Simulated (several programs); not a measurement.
## GaAs (zincblende) from semi-empirical methods to plane-wave DFT

Measured values to be reproduced:
- band gap: 1.418 eV (direct gap E0 at Gamma from PR; 300 K; “Evidence of valence band perturbations in GaAsN/GaAs(001): A combined variable-angle spectroscopic ellipsometry and modulated photoreflectance investigation”; 2008; arxiv:0805.2212)
- volume: 22.58 Å³ an atom (from the lattice constants; cubic lattice constant, matched to the observed 002 substrate reflection; 300 K; “Implication of the double-gating mode in a hybrid photon counting detector for measurements of transient heat conduction in GaAs/AlAs superlattice structures”; literature value (Adachi 1985) used to index the observed 002 substrate peak; not an independent lattice refinement; 2023; pmc:10405594)

Zincblende GaAs, relaxed with r2SCAN in Ansatz, was computed with several methods. Space group F-43m (No. 216), cubic; conventional cell a = 5.666 Å, 22.74 Å³ an atom. Ga is surrounded by 4 As at 2.45 Å; As is surrounded by 4 Ga at 2.45 Å. No spin polarisation and no zero-point or thermal motion.

```cif
data_structure
_symmetry_space_group_name_H-M 'P 1'
_symmetry_Int_Tables_number 1
_cell_length_a 4.0066
_cell_length_b 4.0066
_cell_length_c 4.0066
_cell_angle_alpha 60.000
_cell_angle_beta 60.000
_cell_angle_gamma 60.000
_cell_volume 45.48
loop_
_atom_site_label
_atom_site_type_symbol
_atom_site_fract_x
_atom_site_fract_y
_atom_site_fract_z
_atom_site_occupancy
Ga1 Ga 0.00000 0.00000 0.00000 1
As1 As 0.25000 0.25000 0.25000 1
```

Gaps and times are for a single point on this cell; volume and bulk modulus come from each method's own relaxation or energy curve at fixed shape. Times are rough, from shared hosts (AMD EPYC 9R14; Arm Neoverse V1; Arm Neoverse V2), and each method has its own mesh and cell size. A star marks a curve whose lowest point is an end point. PM6 (MOPAC), PM7 (MOPAC), GFN1-xTB (tblite), GFN2-xTB (tblite) treat a cluster of cells at its zone centre, which samples few k points: where these miss a band edge, the gap comes out too large for that reason alone. Gaps from k meshes are read at a limited set of points (mesh, symmetry points, PBE's band edges), so each method's own least gap may be somewhat smaller. Force fields have no electrons; where one was fitted to this phase, its volume and modulus reflect the fit. xTB and the PM methods were fitted mostly to molecules, and can miss a solid's gap by electronvolts. Minimal bases can be far off for gaps. Times of the plane-wave ladder aren't listed, since it ran on unlike processors and cards. GLLB-SC's gap includes the derivative discontinuity. G0W0 is at finite bands, cutoff and mesh. d marks a direct gap, i an indirect one (no mark: not told apart), a dash a value that wasn't computed or didn't pass its checks.

| method | kind | gap (eV) | own volume (Å³/atom) | bulk modulus (GPa) | atoms computed | processor time |
| --- | --- | --- | --- | --- | --- | --- |
| PBEsol | semilocal | – | 22.64 | – | 2 | – |
| GaAs.bop.table (LAMMPS) | force field | – | 22.71 | 75 | 2 | 0.13 s |
| light PBE (260 eV and a coarse mesh) | light plane-wave | 0.40 d | – | – | 2 | 0.86 s |
| PBE | semilocal | 0.47 d | 23.68 | 59 | 2 | – |
| LDA | semilocal | 0.23 d | 21.98 | – | 2 | – |
| PBE/single zeta (GPAW) | small basis | 0.44 d | – | – | 2 | 3.8 s |
| GLLB-SC (GPAW) | model potential | 0.99 | – | – | 2 | 4.4 s |
| GFN1-xTB (tblite) | tight binding | 0.59 | – | – | cluster | 4.7 s |
| GFN2-xTB (tblite) | tight binding | 2.67 | – | – | cluster | 4.9 s |
| PBE/SZV (CP2K) | small basis | 0.73 d | 24.77* | 60* | 2 | 5.2 s |
| r2SCAN | semilocal | 0.96 d | 22.74 | 73 | 2 | – |
| PM6 (MOPAC) | semi-empirical | 2.46 | – | – | cluster | 7.9 s |
| PM7 (MOPAC) | semi-empirical | 5.31 | 22.49 | 116 | cluster | 9.2 s |
| PBE+SOC | semilocal | 0.36 d | – | – | 2 | – |
| PBE/DZVP (CP2K) | small basis | 0.45 d | 24.08 | 57 | 2 | 18 s |
| G0W0@r2SCAN (180 eV screening cutoff) | many-body | 1.43 | – | – | 2 | – |
| G0W0@LDA (140 eV screening cutoff) | many-body | 1.13 | – | – | 2 | – |
| G0W0@PBE (260 eV screening cutoff) | many-body | 1.03 | – | – | 2 | – |
| G0W0@HSE06 (180 eV screening cutoff) | many-body | 1.64 | – | – | 2 | – |
| G0W0@PBE0 (180 eV screening cutoff) | many-body | 1.80 | – | – | 2 | – |
| PBE0 | hybrid | 1.95 d | – | – | 2 | – |
| HSE06 | hybrid | 1.36 d | 22.94 | – | 2 | – |
| Hartree-Fock | exact exchange | 7.12 i | – | – | 2 | – |
| r2SCANh | hybrid | 1.45 d | – | – | 2 | – |
| DDH-PBE0 | hybrid | 0.87 d | – | – | 2 | – |
| HSE06+SOC | hybrid | 1.30 d | – | – | 2 | – |

Against HSE06 (1.36 eV) and with closed or daggered gaps left aside, the nearest gap at the points sampled is that of HSE06+SOC (-0.06 eV) and the farthest that of Hartree-Fock (+5.76 eV). HSE06 is only a yardstick of convenience, and nearness to it can be luck.

Volumes against r2SCAN's: PBEsol -0.5 %, GaAs.bop.table (LAMMPS) -0.1 %, PBE +4.2 %, LDA -3.3 %, PM7 (MOPAC) -1.1 %, PBE/DZVP (CP2K) +5.9 %, HSE06 +0.9 %.

Comparison with experiment:
- Band gap, measured 1.418 eV: light PBE (260 eV and a coarse mesh) -1.02 eV, PBE -0.95 eV, LDA -1.18 eV, PBE/single zeta (GPAW) -0.97 eV, GLLB-SC (GPAW) -0.43 eV, GFN1-xTB (tblite) -0.83 eV, GFN2-xTB (tblite) +1.25 eV, PBE/SZV (CP2K) -0.69 eV, r2SCAN -0.46 eV, PM6 (MOPAC) +1.04 eV, PM7 (MOPAC) +3.90 eV, PBE+SOC -1.06 eV, PBE/DZVP (CP2K) -0.97 eV, G0W0@r2SCAN (180 eV screening cutoff) +0.02 eV, G0W0@LDA (140 eV screening cutoff) -0.28 eV, G0W0@PBE (260 eV screening cutoff) -0.38 eV, G0W0@HSE06 (180 eV screening cutoff) +0.23 eV, G0W0@PBE0 (180 eV screening cutoff) +0.39 eV, PBE0 +0.53 eV, HSE06 -0.05 eV, Hartree-Fock +5.71 eV, r2SCANh +0.03 eV, DDH-PBE0 -0.55 eV, HSE06+SOC -0.12 eV.
- Volume, measured 22.58 Å³ an atom: PBEsol +0.2 %, GaAs.bop.table (LAMMPS) +0.6 %, PBE +4.9 %, LDA -2.6 %, r2SCAN +0.7 %, PM7 (MOPAC) -0.4 %, PBE/DZVP (CP2K) +6.6 %, HSE06 +1.6 %.
The calculations are for a static lattice; samples hold vibrations, temperature and, in optical gaps, excitons. A measured value is shown where most reports agree with it, and only for the quantities listed.

Only the rows marked +SOC include spin-orbit coupling.
